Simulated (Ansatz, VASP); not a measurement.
# Two plane-wave programs on KMgF3

```
K Mg F
1.0
     3.72242    0.00000    0.00000
     0.00000    3.72242    0.00000
     0.00000    0.00000    3.72242
K Mg F
1 1 3
Direct
  0.50000 0.50000 0.50000
  0.00000 0.00000 0.00000
  0.00000 0.50000 0.00000
  0.00000 0.00000 0.50000
  0.50000 0.00000 0.00000
```

Alike in both runs: functional PBE; k mesh 6 × 6 × 6; occupations gaussian, width 0.02 eV; no spin polarisation.

Ansatz relaxed the structure, and its values are those at the end. VASP's run is a single point on that final structure, the one shown.

|  | VASP | Ansatz |
| --- | --- | --- |
| version | VASP 6.6.1 | Ansatz 0.2.0 |
| potentials or method | VASP PAW PBE potentials, release 64 (K_sv, Mg, F) | scalar-relativistic, plane waves, PAW |
| plane-wave cutoff (eV) | 520 | 420 |
| valence electrons in the cell | 32 | 40 |

```tsv
	VASP	Ansatz	Ansatz less VASP
gap on the k mesh at the Fermi level (eV)	9.07	9.09	+0.027
least direct gap on the mesh (eV)	9.37	9.39	+0.024
```

The functional is the same, so the differences come from potentials, cutoffs and numerics. The two sets of potentials don't hold the same shells in valence.

 A k mesh can miss the band edges.
